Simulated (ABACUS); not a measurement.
Set up this calculation in ABACUS 3.10.1, as the native input.

| Quantity | Value |
| --- | --- |
| Task | single point |
| Functional | PBE |
| Potentials or basis | SPMS ONCV 1.0 PBE |
| Cutoff | 1361 eV |
| Density cutoff | 5442 eV |
| Basis | DZP LCAO (the cutoffs set its grid) |
| k mesh | 11 × 11 × 11 |
| Occupations | fermi-dirac, width 0.05 eV |
| Spin | no spin polarisation |
| Radial cutoff of the potentials (pseudo_rcut) | 7 bohr |
| Orbital files | N N_confined-atom_6au_2s2p1d.orb, B B_confined-atom_7au_2s2p1d.orb |
| SCF threshold on the density | 1e-07 |
| Max SCF steps | 100 |
| Eigensolver | genelpa |
| Mixing | broyden |
| Mixing share | 0.7 |
| Symmetry key | 1 |
| Bands | 14 |

The system is BN.

```
CELL_PARAMETERS angstrom
1.25112 0.72234 3.37293
-1.25112 0.72234 3.37293
0.00000 -1.44467 3.37293
ATOMIC_POSITIONS crystal
N 0.66724 0.66724 0.66724
B 0.00033 0.00033 0.00033
```

The cell is a database's computed one.

These files were run (other wordings do the same):

INPUT

```
INPUT_PARAMETERS
suffix              BN
calculation         scf
basis_type          lcao
pseudo_dir          ./
orbital_dir         ./
symmetry            1
dft_functional      pbe
ecutwfc             100
pseudo_rcut         7
nspin               1
nbands              14
ks_solver           genelpa
smearing_method     fd
smearing_sigma      0.00367493
scf_thr             1e-07
scf_nmax            100
mixing_type         broyden
mixing_beta         0.7
cal_force           1
cal_stress          1
out_mul             1
out_chg             1
out_pot             2
out_elf             1
```

STRU

```
ATOMIC_SPECIES
N 14.0070 07_N_5_1.2_1.4_pbe_n_v1.0.upf
B 10.8100 05_B_3_1.5_1.7_pbe_n_v1.0.upf

NUMERICAL_ORBITAL
N_confined-atom_6au_2s2p1d.orb
B_confined-atom_7au_2s2p1d.orb

LATTICE_CONSTANT
1.8897261246

LATTICE_VECTORS
1.2511217832 0.7223354983 3.3729344033
-1.2511217832 0.7223354983 3.3729344033
0.0000000000 -1.4446709966 3.3729344033

ATOMIC_POSITIONS
Cartesian

N
0.0
1
0.0000000000 0.0000000000 6.7516520399 1 1 1

B
0.0
1
0.0000000000 0.0000000000 0.0033270625 1 1 1
```

KPT

```
K_POINTS
0
Gamma
11 11 11 0 0 0
```

Potentials or basis: SPMS ONCV 1.0 PBE, DZP LCAO (the cutoffs set its grid).

Command:

```console
$ OMP_NUM_THREADS=1 mpirun -np 4 abacus > log
```

It gave:

```
Pressure               : 5.0 GPa
Largest force          : 0.009 eV/Å
Band gap on the k mesh : 4.30 eV, indirect (least direct gap 4.78 eV)
Mulliken charges       : N -0.15; B +0.15 e
```

Caveat: the atomic orbitals were generated for these runs and aren't a published set; Mulliken charges move with the basis; an odd mesh through Γ misses points on the zone boundary, where band edges often lie; the basis of atomic orbitals isn't converged, which shifts pressures, moduli and gaps.

It took 9.1 s on 4 MPI ranks on Intel(R) Xeon(R) Platinum 8223CL CPU @ 3.00GHz (Skylake/Cascade Lake) (shared host), peak memory 0.4 GiB a rank.
